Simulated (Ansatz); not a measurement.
# MnO: one input, then a changed one

The cell was built from the rocksalt type and relaxed in the same program; it needn't be a known or the stable phase. The listed cell was then made from it by scaling, straining or moving an atom.

First run: DFT, PBE, PAW with Ansatz's default frozen-core files, scalar-relativistic (Ansatz 0.2.0).

Command: `ansatz run input.yaml --threads 1 --pin off --max-ram 3072MiB --backend cpu --events-out ev --progress --plain --runs-dir out` The run took about 15 s on 1 thread of a shared machine.

```yaml
crystal:
  lattice:
    - [0.0, 2.1978370907, 2.2641007882]
    - [2.1978370907, 0.0, 2.2641007882]
    - [2.1978370907, 2.1978370907, 0.0]
  atoms:
    - { symbol: Mn, position: [0.0, 0.0, 0.0], spin: 4.0 }
    - { symbol: O, position: [0.5, 0.5, 0.5] }
magnetization:
  spin_polarized: true
kpoints:
  mp_grid: { grid: [13, 13, 13] }
scf:
  occupations: { method: fermi_dirac, width: 0.05 }
hamiltonian:
  xc: pbe
  pseudopotentials: { kind: paw }
output:
  forces: true
  stress: true
  eigenvalues: true
  efg: { contact_densities: true }
```

Result: converged; pressure 0.10 GPa; moment 4.74 μB; 11 SCF iterations.

Semilocal functionals without U often leave such compounds metallic or with too small a gap, and the real magnetic order may differ.

The input is then changed:

```diff
@@ -10,5 +10,5 @@
   spin_polarized: true
 kpoints:
-  mp_grid: { grid: [13, 13, 13] }
+  mp_grid: { grid: [9, 9, 9], shift: [0.5, 0.5, 0.5] }
 scf:
   occupations: { method: fermi_dirac, width: 0.05 }
```

Question: What does the second run give?

Answer: It converged; energy at zero smearing -0.1 meV/atom from the first run; pressure 0.34 GPa; moment 4.75 μB; 11 SCF iterations. Some of these settings are too coarse for converged properties.
